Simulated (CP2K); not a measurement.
Runs of CP2K 2026.2 on CdSe (Cadmoselite). Symmetry: P6_3mc, No. 186, hexagonal system. The conventional cell has a = 4.300 Å, b = 4.300 Å, c = 7.020 Å, α = 90.00°, β = 90.00°, γ = 120.00°. Cd (site symmetry 3m) is surrounded by 4 Se at 2.61 to 2.70 Å. Around Se (site symmetry 3m) lie 4 Cd at 2.61 to 2.70 Å. 

```tsv
task	level	potentials or basis	spin	cell	k mesh	smearing	EPS_DEFAULT	k points reduced by the point group	NGRIDS	points a segment of the path (NPOINTS)	bands added on the path	gap on the mesh (eV)	pressure (GPa)	largest force (eV/Å)
band structure	PBEsol	POTENTIAL_UZH Cd GTH-PBE-q12, Se GTH-PBE-q6; TZVP-MOLOPT-PBE-GTH basis	off	as given	7 × 7 × 4	fermi-dirac 0.01 eV	1.0E-9	yes	5	10	6	0.54	1.3	0.30
band structure	PBE	POTENTIAL_UZH Cd GTH-PBE-q12, Se GTH-PBE-q6; TZVP-MOLOPT-PBE-GTH basis	off	as given	7 × 7 × 4	fermi-dirac 0.0259 eV	1.0E-9	yes	5	10	6	0.70	3.6	0.31
relaxation of cell and atoms	PBE	POTENTIAL_UZH Cd GTH-PBE-q12, Se GTH-PBE-q6; TZVP-MOLOPT-PBE-GTH basis	off	relaxed	6 × 6 × 3	fermi-dirac 0.05 eV	1.0E-9	-	4	-	-	0.51	0.0	-
band structure	PBE	GTH_SOC_POTENTIALS Cd GTH-PBE-q12, Se GTH-PBE-q6; TZVP-MOLOPT-PBE-GTH basis	SOC, no magnetisation	as given	7 × 7 × 4	fermi-dirac 0.1 eV	1.0E-10	-	4	8	2	-	3.6	0.31
band structure	r2SCAN	POTENTIAL_UZH Cd GTH-SCAN-q12, Se GTH-SCAN-q6; TZVP-MOLOPT-SCAN-GTH basis	off	as given	7 × 7 × 4	fermi-dirac 0.05 eV	1.0E-10	yes	5	6	6	(a)	1.6	(b)
band structure	TB-mBJ	POTENTIAL_UZH Cd GTH-PBE-q12, Se GTH-PBE-q6; TZVP-MOLOPT-PBE-GTH basis	off	as given	7 × 7 × 4	fermi-dirac 0.0259 eV	1.0E-9	yes	4	8	2	0.51	-	-
band structure	LDA	GTH_POTENTIALS Cd GTH-PADE-q12, Se GTH-PADE-q6; TZVP-MOLOPT-PBE-GTH basis	off	as given	7 × 7 × 4	fermi-dirac 0.0259 eV	1.0E-10	yes	5	10	4	0.43	-1.3	0.28
```

Task: Estimate the missing entries.

Result: (a) 1.09; (b) 0.29.

Caveats: the basis of atomic orbitals isn't converged, which shifts pressures, moduli and gaps; the potentials were made for another functional, which shifts forces and pressure (some runs); the printed path begins after the first move (some runs); this is a model potential without an energy functional, so only levels have meaning (some runs).

A k mesh can miss the band edges, and rows without SOC leave out spin-orbit coupling on Cd, Se.
